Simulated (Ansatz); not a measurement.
Runs of Ansatz 0.2.0 on CuO. It takes space group F-43m (No. 216, cubic). The conventional cell has a = 4.655 Å, b = 4.655 Å, c = 4.655 Å, α = 90.00°, β = 90.00°, γ = 90.00°. Cu (site symmetry -43m) is surrounded by 4 O at 2.02 Å. O (site symmetry -43m) is surrounded by 4 Cu at 2.02 Å. Measurements of this composition are mostly on another form, of space group No. 15.

```csv
task,level,U,cell,k mesh,cutoff (eV),q mesh,points for each segment of the path,hubbard projectors,double counting,gap on the mesh (eV),pressure (GPa),relaxed volume (Å³/atom)
phonons,LDA,-,as given,8 × 8 × 8,420,2 × 2 × 2,8,-,-,none,-,-
single point,PBE,-,as given,10 × 10 × 10,250,-,-,-,-,none,-17.6,-
band structure,PBEsol+U,Cu d U = 4.5 eV,as given,10 × 10 × 10,420,-,14,ortho-atomic (the default),fll (the default),none,-13.2,-
single point,PBE,-,as given,10 × 10 × 10,800,-,-,-,-,none,-9.6,-
relaxation of cell and atoms,r2SCAN+D3(BJ),-,relaxed,10 × 10 × 10,500,-,-,-,-,none,0.0,(b)
relaxation of cell and atoms,PBE+D3(BJ),-,relaxed,10 × 10 × 10,420,-,-,-,-,none,0.0,11.29
single point,PBE,-,as given,13 × 13 × 13,420,-,-,-,-,none,-9.6,-
band structure,LDA+U,Cu d U = 5.3 eV,as given,10 × 10 × 10,420,-,14,ortho-atomic (the default),fll (the default),none,-17.6,-
relaxation of cell and atoms,PBE+U,Cu d U = 4.5 eV,relaxed,10 × 10 × 10,420,-,-,ortho-atomic (the default),fll (the default),none,0.0,(a)
relaxation of cell and atoms,RPBE,-,relaxed,10 × 10 × 10,420,-,-,-,-,none,0.0,12.01
band structure,r2SCAN+U,Cu d U = 4.5 eV,as given,10 × 10 × 10,500,-,14,ortho-atomic (the default),fll (the default),none,-12.5,-
```

Alike in all rows: potentials or basis Ansatz PAW; no spin polarisation; smearing fermi-dirac 0.05 eV.

Fill in the values left out.

(a) 11.79; (b) 11.00.

Caveats: an odd number of electrons without spin polarisation forces a metal; a magnetic or distorted state may lie lower; the run has no spin polarisation, though such a crystal can be magnetic; semilocal functionals often make such compounds metallic where correlation or magnetic order opens a gap, which also shifts bond lengths (some runs); the PAW data sets come from PBE, with cores solved anew for the run's functional, which leaves a small shift of forces and pressure (some runs); U without spin polarisation on a metal has little footing (some runs); the plane-wave basis is chosen anew once the cell has moved, so the energies of steps on either side of that aren't comparable (some runs).

A gap of «none» marks a metal or a gap under the smearing width.
